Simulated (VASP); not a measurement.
# Sn (Fd-3m) in VASP: band structure with PBEsol

Aim: the band structure of Sn with PBEsol.

Program: VASP 6.6.1. These are calculated values, not measurements. Logs are shortened: lines on timing, memory, paths and dates and some standing lists are left out, and cuts for length are marked.

### 1 The crystal as given

It takes space group Fd-3m (No. 227, cubic). The conventional cell has a = 6.537 Å, b = 6.537 Å, c = 6.537 Å, α = 90.00°, β = 90.00°, γ = 90.00°. Sn (site symmetry -43m) is surrounded by 4 Sn at 2.83 Å.

This isn't the form of Sn at room conditions, which is tetragonal (white tin).

### 2 Band structure, PBEsol

Input file INCAR:

```
ALGO = Fast ; EDIFF = 1E-7
ENCUT = 520 ; GGA = PS
ICORELEVEL = 1 ; ISIF = 2
ISMEAR = 0 ; LASPH = True
LCHARG = False ; LREAL = False
LWAVE = False ; NBANDS = 21
NELM = 80 ; PREC = Accurate
SIGMA = 0.03
```

Input file KPOINTS:

```
k-points
0
Gamma
  10 10 10
```

Input file POSCAR:

```
Sn                                      
1.0
    0.0000000000      3.2685833775      3.2685833775
    3.2685833775      0.0000000000      3.2685833775
    3.2685833775      3.2685833775      0.0000000000
  Sn            
     2
Direct
     0.0000000000000000    0.0000000000000000    0.0000000000000000
     0.2500000000000000    0.2500000000000000    0.2500000000000000
```

Input file KPOINTS_OPT:

```
explicit points
209
Reciprocal
 0.0000000000  0.0000000000  0.0000000000 1
 0.0263157895  0.0000000000  0.0263157895 1
 0.0526315789  0.0000000000  0.0526315789 1
 0.0789473684  0.0000000000  0.0789473684 1
 0.1052631579  0.0000000000  0.1052631579 1
 0.1315789474  0.0000000000  0.1315789474 1
[... 201 lines left out ...]
 0.4250000000  0.0000000000  0.4250000000 1
 0.4500000000  0.0000000000  0.4500000000 1
```

Potentials or basis: VASP PAW PBE potentials, release 64 (Sn_d).

Started as:

```
cat potpaw_PBE.64/Sn_d/POTCAR > POTCAR
mpirun -np 1 vasp_std > vasp.out
```

OUTCAR:

```text
EDIFF = 1E-7
   ENCUT = 520
   GGA = PS
   ISIF = 2
   ISMEAR = 0
   LASPH = True
   LREAL = False
   NELM = 80
   PREC = Accurate

 ion  position               nearest neighbor table
   1  0.000  0.000  0.000-   2 2.83   2 2.83   2 2.83   2 2.83
   2  0.250  0.250  0.250-   1 2.83   1 2.83   1 2.83   1 2.83

  LATTYP: Found a face centered cubic cell.
 ALAT       =     6.5371667550

  Lattice vectors:

 A1 = (   0.0000000000,   3.2685833775,   3.2685833775)
 A2 = (   3.2685833775,   0.0000000000,   3.2685833775)
 A3 = (   3.2685833775,   3.2685833775,   0.0000000000)

Analysis of symmetry for initial positions (statically):
=====================================================================
 Subroutine PRICEL returns:
 Original cell was already a primitive cell.

 Routine SETGRP: Setting up the symmetry group for a
 face centered cubic supercell.

 Subroutine GETGRP returns: Found 48 space group operations
 (whereof 24 operations were pure point group operations)
 out of a pool of 48 trial point group operations.

The static configuration has the point symmetry T_d .
 The point group associated with its full space group is O_h .

Analysis of symmetry for dynamics (positions and initial velocities):
=====================================================================
 Subroutine PRICEL returns:
 Original cell was already a primitive cell.

 Routine SETGRP: Setting up the symmetry group for a
 face centered cubic supercell.

 Subroutine GETGRP returns: Found 48 space group operations
 (whereof 24 operations were pure point group operations)
 out of a pool of 48 trial point group operations.

The dynamic configuration has the point symmetry T_d .
 The point group associated with its full space group is O_h .

 Subroutine INISYM returns: Found 48 space group operations
 (whereof 24 operations are pure point group operations),
 and found     1 'primitive' translations

----------------------------------------------------------------------------------------

                                     Primitive cell

  volume of cell :      69.8407

  direct lattice vectors                    reciprocal lattice vectors
     0.000000000  3.268583378  3.268583378    -0.152971469  0.152971469  0.152971469
     3.268583378  0.000000000  3.268583378     0.152971469 -0.152971469  0.152971469
     3.268583378  3.268583378  0.000000000     0.152971469  0.152971469 -0.152971469

  length of vectors
     4.622474942  4.622474942  4.622474942     0.264954356  0.264954356  0.264954356

  position of ions in fractional coordinates (direct lattice)
     0.000000000  0.000000000  0.000000000
     0.250000000  0.250000000  0.250000000

  ion indices of the primitive-cell ions
   primitive index   ion index
                 1           1
                 2           2

----------------------------------------------------------------------------------------

 KPOINTS: k-points

Automatic generation of k-mesh.
 Grid dimensions read from file:
 generate k-points for:   10   10   10

 Generating k-lattice:

  Cartesian coordinates                     Fractional coordinates (reciprocal lattice)
    -0.015297147  0.015297147  0.015297147     0.100000000  0.000000000  0.000000000
     0.015297147 -0.015297147  0.015297147     0.000000000  0.100000000  0.000000000
     0.015297147  0.015297147 -0.015297147     0.000000000  0.000000000  0.100000000

  Length of vectors
     0.026495436  0.026495436  0.026495436

  Shift w.r.t. Gamma in fractional coordinates (k-lattice)
     0.000000000  0.000000000  0.000000000

 Subroutine IBZKPT returns following result:
 ===========================================

 Found     47 irreducible k-points:

 Following reciprocal coordinates:
            Coordinates               Weight
  0.000000  0.000000  0.000000      1.000000
  0.100000  0.000000  0.000000      8.000000
  0.200000  0.000000  0.000000      8.000000
  0.300000  0.000000  0.000000      8.000000
  0.400000  0.000000  0.000000      8.000000
  0.500000  0.000000  0.000000      4.000000
[... 16 lines left out ...]
  0.300000  0.300000  0.000000      6.000000
  0.400000  0.300000  0.000000     24.000000
 [... further k-points ...]
   k-points           NKPTS =     47   k-points in BZ     NKDIM =     47   number of bands    NBANDS=     21
   number of dos      NEDOS =    301   number of ions     NIONS =      2
   total plane-waves  NPLWV =  46656
   dimension x,y,z NGX =    36 NGY =   36 NGZ =   36
   dimension x,y,z NGXF=    72 NGYF=   72 NGZF=   72
   ions per type =               2
   NGX,Y,Z   is equivalent  to a cutoff of  12.95, 12.95, 12.95 a.u.
   NGXF,Y,Z  is equivalent  to a cutoff of  25.89, 25.89, 25.89 a.u.
 SYSTEM =  unknown system
   PREC   = accura    normal or accurate (medium, high low for compatibility)
   ISTART =      0    job   : 0-new  1-cont  2-samecut
   ICHARG =      2    charge: 1-file 2-atom 10-const
   ISPIN  =      1    spin polarized calculation?
   LNONCOLLINEAR =      F non collinear calculations
   LSORBIT =      F    spin-orbit coupling
   LASPH  =      T    aspherical Exc in radial PAW
   ENCUT  =  520.0 eV  38.22 Ry    6.18 a.u.   8.59  8.59  8.59*2*pi/ulx,y,z
   NELM   =     80;   NELMIN=  2; NELMDL= -5     # of ELM steps
   EDIFF  = 0.1E-06   stopping-criterion for ELM
   LREAL  =      F    real-space projection
   EDIFFG = 0.1E-05   stopping-criterion for IOM
   NSW    =      0    number of steps for IOM
   IBRION =     -1    ionic relax: 0-MD 1-quasi-New 2-CG
   NFREE  =      0    steps in history (QN), initial steepest desc. (CG)
   ISIF   =      2    stress and relaxation
   ISYM   =      2    0-nonsym 1-usesym 2-fastsym
   POTIM  = 0.5000    time-step for ionic-motion
   TEBEG  =    0.0;   TEEND  =   0.0 temperature during run
   PSTRESS=    0.0 pullay stress
   NELECT =      28.0000    total number of electrons
   NUPDOWN=      -1.0000    fix difference up-down
   EMIN   =  10.00;   EMAX   =-10.00  energy-range for DOS
   EFERMI =   0.00;   METHOD = LEGACY
   ISMEAR =     0;   SIGMA  =   0.03  broadening in eV -4-tet -1-fermi 0-gaus
   EFERMI_NEDOS =   21; number of points for ismear=-14 and -15
   IALGO  =     68    algorithm
   IMIX   =      4    mixing-type and parameters
     AMIX     =   0.40;   BMIX     =  1.00
     AMIX_MAG =   1.60;   BMIX_MAG =  1.00
  volume/ion in A,a.u.               =      34.92       235.65
  Fermi-wavevector in a.u.,A,eV,Ry     =   1.207141  2.281165 19.826260  1.457189
  Thomas-Fermi vector in A             =   2.342787
   LORBIT       =      0    0 simple, 1 ext, 2 COOP (PROOUT), +10 PAW based schemes
   GGA     = PS    functional components
   LHFCALC =     F    Hartree Fock is set to
   AEXX    =    0.0000 exact exchange contribution
   IVDW    =     0    specifies the selected vdW correction
   LEPSILON=     F    determine dielectric tensor
   LRPA    =     F    only Hartree local field effects (RPA)
 non-spin polarized calculation
 RMM-DIIS sequential band-by-band and
 Gauss-broadening in eV      SIGMA  =   0.03
  energy-cutoff  :      520.00
  volume of cell :       69.84
 maximum number of plane-waves:      1901
 NGX is ok and might be reduce to    36
   NGX = 17   NGY = 17   NGZ = 17

 number of electron      27.9999987 magnetization

 Free energy of the ion-electron system (eV)
  ---------------------------------------------------
  ext. energy  EPLUGINS =         0.00000000
  ---------------------------------------------------
  free energy    TOTEN  =        -8.46274474 eV

  energy without entropy =       -8.46253441  energy(sigma->0) =       -8.46263958

 the core state eigenenergies are
   1-  1s -28997.6538  2s  -4369.1684  2p  -3920.7884  3s   -835.3570  3p   -688.9047
       3d   -463.6246  4s   -124.1907  4p    -79.9582
   2-  1s -28997.6538  2s  -4369.1684  2p  -3920.7884  3s   -835.3570  3p   -688.9047
       3d   -463.6246  4s   -124.1907  4p    -79.9582

 E-fermi :   5.1834     XC(G=0):  -8.9696

 val. band max:        5.1576529279   @ k =   0.1000   0.0000   0.0000
 cond. band min:       5.2192886170   @ k =   0.4000   0.0000   0.0000
 fundamental gap:      0.0616356891
 Fermi energy:         5.1834380323

 k-point     1 :       0.0000    0.0000    0.0000
  band No.  band energies     occupation
      1     -16.2968      2.00000
      2     -16.2968      2.00000
      3     -16.2968      2.00000
      4     -16.2393      2.00000
      5     -16.2393      2.00000
      6     -15.9453      2.00000
[... 13 lines left out ...]
     20      13.1774      0.00000
     21      13.1783      0.00000

 k-point     2 :       0.1000    0.0000    0.0000
  band No.  band energies     occupation
      1     -16.3039      2.00000
      2     -16.3039      2.00000
      3     -16.2944      2.00000
      4     -16.2295      2.00000
      5     -16.2295      2.00000
      6     -15.9621      2.00000
[... 13 lines left out ...]
     20      12.4485      0.00000
     21      12.4486      0.00000

 k-point     3 :       0.2000    0.0000    0.0000
  band No.  band energies     occupation
      1     -16.3159      2.00000
      2     -16.3159      2.00000
      3     -16.2882      2.00000
      4     -16.2107      2.00000
      5     -16.2107      2.00000
      6     -15.9805      2.00000
[... 13 lines left out ...]
     20      12.0480      0.00000
     21      12.0480      0.00000
[... 169 lines left out ...]
 k-point    11 :       0.5000    0.1000    0.0000
  band No.  band energies     occupation
      1     -16.3427      2.00000
      2     -16.3332      2.00000
      3     -16.2572      2.00000
      4     -16.1753      2.00000
      5     -16.1726      2.00000
      6     -16.0191      2.00000
[... 13 lines left out ...]
     20      13.6931      0.00000
     21      13.9880      0.00000

 k-point    12 :      -0.4000    0.1000    0.0000
  band No.  band energies     occupation
      1     -16.3406      2.00000
      2     -16.3350      2.00000
      3     -16.2567      2.00000
      4     -16.1812      2.00000
      5     -16.1704      2.00000
      6     -16.0166      2.00000
[... 13 lines left out ...]
     20      12.8765      0.00000
     21      13.7194      0.00000

------------------------ aborting loop because EDIFF is reached ----------------------------------------

  FORCE on cell =-STRESS in cart. coord.  units (eV):
  Direction    XX          YY          ZZ          XY          YZ          ZX
  --------------------------------------------------------------------------------------
  -------------------------------------------------------------------------------------
  Total       -0.0132394     -0.0132394     -0.0132394      0.0000000     -0.0000000      0.0000000
  in kB       -0.3037175     -0.3037175     -0.3037175      0.0000000     -0.0000000      0.0000000
  external PRESSURE =      -0.3037175 kB  Pullay stress =       0.0000000 kB

 VOLUME and BASIS-vectors are now :
 -----------------------------------------------------------------------------
  energy-cutoff  :      520.00
  volume of cell :       69.84
      direct lattice vectors                 reciprocal lattice vectors
     0.000000000  3.268583378  3.268583378    -0.152971469  0.152971469  0.152971469
     3.268583378  0.000000000  3.268583378     0.152971469 -0.152971469  0.152971469
     3.268583378  3.268583378  0.000000000     0.152971469  0.152971469 -0.152971469

 POSITION                                       TOTAL-FORCE (eV/Angst)
 -----------------------------------------------------------------------------------
      0.00000      0.00000      0.00000        -0.000000     -0.000000      0.000000
      1.63429      1.63429      1.63429         0.000000      0.000000     -0.000000
 -----------------------------------------------------------------------------------
    total drift:                                0.000000      0.000000      0.000000

  FREE ENERGIE OF THE ION-ELECTRON SYSTEM (eV)
  ---------------------------------------------------
  free  energy   TOTEN  =        -8.4627447391 eV

  energy  without entropy=       -8.4625344116  energy(sigma->0) =       -8.46263958
```

Run time: 88 s. Hardware: 1 thread of Intel Xeon 6975P-C (Granite Rapids), shared host; peak memory 0.26 GiB.

Results:

```
Free energy             : -8.4627 eV
Pressure                : 0.0 GPa
Band gap along the path : none (metal or under the smearing width)
```

Levels at the corners of the path, in eV from the Fermi level:
```tsv
point	band 11	band 12	band 13	band 14	band 15	band 16	band 17	band 18
Γ	-10.41	-0.77	0.16	0.16	0.16	2.22	2.22	2.22
X	-7.38	-7.38	-2.32	-2.32	0.86	0.86	7.65	7.65
X	-7.38	-7.38	-2.32	-2.32	0.86	0.86	7.65	7.65
W	-7.33	-7.33	-2.89	-2.89	3.41	3.41	4.05	4.05
W	-7.33	-7.33	-2.89	-2.89	3.41	3.41	4.05	4.05
K	-7.78	-6.91	-3.22	-1.97	1.13	3.37	5.70	5.99
K	-7.78	-6.91	-3.22	-1.97	1.13	3.37	5.70	5.99
Γ	-10.41	-0.77	0.16	0.16	0.16	2.22	2.22	2.22
Γ	-10.41	-0.77	0.16	0.16	0.16	2.22	2.22	2.22
L	-8.83	-6.16	-1.01	-1.01	-0.03	3.28	3.28	5.62
L	-8.83	-6.16	-1.01	-1.01	-0.03	3.28	3.28	5.62
U	-7.78	-6.91	-3.22	-1.97	1.13	3.37	5.70	5.99
U	-7.78	-6.91	-3.22	-1.97	1.13	3.37	5.70	5.99
W	-7.33	-7.33	-2.89	-2.89	3.41	3.41	4.05	4.05
W	-7.33	-7.33	-2.89	-2.89	3.41	3.41	4.05	4.05
L	-8.83	-6.16	-1.01	-1.01	-0.03	3.28	3.28	5.62
L	-8.83	-6.16	-1.01	-1.01	-0.03	3.28	3.28	5.62
K	-7.78	-6.91	-3.22	-1.97	1.13	3.37	5.70	5.99
U	-7.78	-6.91	-3.22	-1.97	1.13	3.37	5.70	5.99
X	-7.38	-7.38	-2.32	-2.32	0.86	0.86	7.65	7.65
```

Core levels (eV, on the scale of the bands):
```csv
atom,levels
1 Sn,"1s -28997.7, 2s -4369.2, 2p -3920.8, 3s -835.4, 3p -688.9, 3d -463.6, 4s -124.2, 4p -80.0"
2 Sn,"1s -28997.7, 2s -4369.2, 2p -3920.8, 3s -835.4, 3p -688.9, 3d -463.6, 4s -124.2, 4p -80.0"
```

Caveat: the PAW data sets were made with another functional, which shifts forces and pressure a little; spin-orbit coupling is left out, which moves the levels of the heavy elements.
